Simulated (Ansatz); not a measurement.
CdI2 (P-3m1) from a database of computed structures, relaxed with r2SCAN+rVV10. Space group P-3m1 (No. 164), trigonal; conventional cell a = 4.248 Å, c = 41.327 Å, 35.89 Å³ an atom. Cd has 6 I at 2.99–3.00 Å; Cd has 6 I at 3.00 Å; I has 3 Cd at 3.00 Å; I has 3 Cd at 2.99 Å (further sites aren't listed).

```cif
data_structure
_symmetry_space_group_name_H-M 'P 1'
_symmetry_Int_Tables_number 1
_cell_length_a 4.2485
_cell_length_b 4.2485
_cell_length_c 41.3275
_cell_angle_alpha 90.000
_cell_angle_beta 90.000
_cell_angle_gamma 120.000
_cell_volume 646.01
loop_
_atom_site_label
_atom_site_type_symbol
_atom_site_fract_x
_atom_site_fract_y
_atom_site_fract_z
_atom_site_occupancy
Cd1 Cd 0.33333 0.66667 0.25002 1
Cd2 Cd 0.00000 0.00000 0.41670 1
Cd3 Cd 0.00000 0.00000 0.08334 1
Cd4 Cd 0.00000 0.00000 0.58330 1
Cd5 Cd 0.00000 0.00000 0.91666 1
Cd6 Cd 0.66667 0.33333 0.74998 1
I1 I 0.66667 0.33333 0.37511 1
I2 I 0.33333 0.66667 0.12493 1
I3 I 0.66667 0.33333 0.87507 1
I4 I 0.33333 0.66667 0.95825 1
I5 I 0.66667 0.33333 0.54172 1
I6 I 0.33333 0.66667 0.45828 1
I7 I 0.33333 0.66667 0.79157 1
I8 I 0.66667 0.33333 0.20843 1
I9 I 0.00000 0.00000 0.70840 1
I10 I 0.33333 0.66667 0.62489 1
I11 I 0.00000 0.00000 0.29160 1
I12 I 0.66667 0.33333 0.04175 1
```

3 runs of Ansatz on this cell differ in the functional (and in the settings that go with it). Levels are in eV from each run's valence top; v1 is the last filled band, c1 the first empty one.

Run A, mean stress +0.8 GPa (compression positive):

| point | v4 | v3 | v2 | v1 | c1 | c2 |
| --- | --- | --- | --- | --- | --- | --- |
| Γ | -0.05 | -0.05 | -0.02 | -0.02 | 3.07 | 3.36 |
| M | -0.35 | -0.22 | -0.22 | -0.15 | 2.71 | 2.77 |
| K | -0.47 | -0.47 | -0.34 | -0.34 | 3.27 | 3.31 |
| A | -0.03 | -0.03 | -0.03 | -0.03 | 3.15 | 3.15 |
| L | -0.29 | -0.29 | -0.17 | -0.16 | 2.71 | 2.74 |
| H | -0.48 | -0.48 | -0.34 | -0.34 | 3.27 | 3.30 |

Run B, mean stress +0.8 GPa (compression positive):

| point | v4 | v3 | v2 | v1 | c1 | c2 |
| --- | --- | --- | --- | --- | --- | --- |
| Γ | -0.05 | -0.05 | -0.03 | -0.03 | 3.47 | 3.79 |
| M | -0.39 | -0.23 | -0.23 | -0.16 | 3.21 | 3.27 |
| K | -0.51 | -0.51 | -0.37 | -0.37 | 3.82 | 3.87 |
| A | -0.04 | -0.04 | -0.03 | -0.03 | 3.56 | 3.56 |
| L | -0.31 | -0.31 | -0.18 | -0.18 | 3.22 | 3.25 |
| H | -0.52 | -0.52 | -0.37 | -0.37 | 3.83 | 3.86 |

Run C, mean stress +0.7 GPa (compression positive):

| point | v4 | v3 | v2 | v1 | c1 | c2 |
| --- | --- | --- | --- | --- | --- | --- |
| Γ | -0.06 | -0.06 | -0.03 | -0.03 | 4.13 | 4.45 |
| M | -0.40 | -0.24 | -0.24 | -0.16 | 3.90 | 3.96 |
| K | -0.52 | -0.52 | -0.38 | -0.38 | 4.52 | 4.57 |
| A | -0.04 | -0.04 | -0.03 | -0.03 | 4.22 | 4.22 |
| L | -0.32 | -0.32 | -0.19 | -0.18 | 3.90 | 3.93 |
| H | -0.54 | -0.54 | -0.38 | -0.38 | 4.53 | 4.56 |

Q: Match the runs to r2SCAN, HSE06, PBE0.

A: A is r2SCAN, B is HSE06, C is PBE0. In order of the gap: r2SCAN 2.71, HSE06 3.21, PBE0 3.90 eV.

The values are computed, spin-unpolarised, and not measurements.

No spin-orbit coupling is included; it can move band edges with weight on the heavy atoms by tenths of an eV.

The stress of a hybrid is loosely converged in these runs.

The meshes of the hybrids are coarse, so their gaps aren't converged to the digits shown.
